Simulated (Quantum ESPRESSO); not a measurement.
Mo:

```
CELL_PARAMETERS angstrom
-1.58381 1.58381 1.58381
1.58381 -1.58381 1.58381
1.58381 1.58381 -1.58381
ATOMIC_POSITIONS crystal
Mo 0.00000 0.00000 0.00000
```

| Quantity | Value |
| --- | --- |
| Program | Quantum ESPRESSO 7.5 |
| Task | phonon dispersion |
| Functional | PBEsol |
| Potentials or basis | GBRV 1.5 PBEsol |
| Cutoff | 612 eV |
| Density cutoff | 4898 eV |
| k mesh | 10 × 10 × 10 |
| Occupations | cold, width 0.2 eV |
| Spin | no spin polarisation |
| Mixing beta | 0.5 |
| Most SCF iterations | 120 |
| SCF threshold | 2e-10 Ry |
| q mesh | 2 × 2 × 2 |

The cell and the atoms were relaxed first, to 15.25 Å³/atom (a = 2.706 Å, b = 2.706 Å, c = 2.706 Å, α = 109.47°, β = 109.47°, γ = 109.47°), and the response was taken there.

Question: Is this structure dynamically stable at this level, and how far does the spectrum reach?

Answer: No: the interpolated spectrum has imaginary modes, down to 26i cm⁻¹ near H. The highest frequency is 267 cm⁻¹.

Phonon frequencies at the corners of the path (cm⁻¹, interpolated; i marks imaginary ones):
```csv
point,frequencies
Γ,0 0 0
H,26i 26i 26i
N,147 188 266
P,253 253 253
```

Phonon states per cell in windows of 20 cm⁻¹ (negative: imaginary):
```csv
from (cm⁻¹),total
-20,0.00
0,0.00
20,0.01
40,0.03
60,0.08
80,0.15
100,0.31
120,0.37
140,0.38
160,0.36
180,0.35
200,0.32
220,0.29
240,0.28
260,0.07
```

A q mesh this small can miss soft modes between its points.

Caveat: the mesh is thin for the phonons of a metal; some modes are imaginary; the q mesh is small, so phonon branches between its points and thermal values are rough.
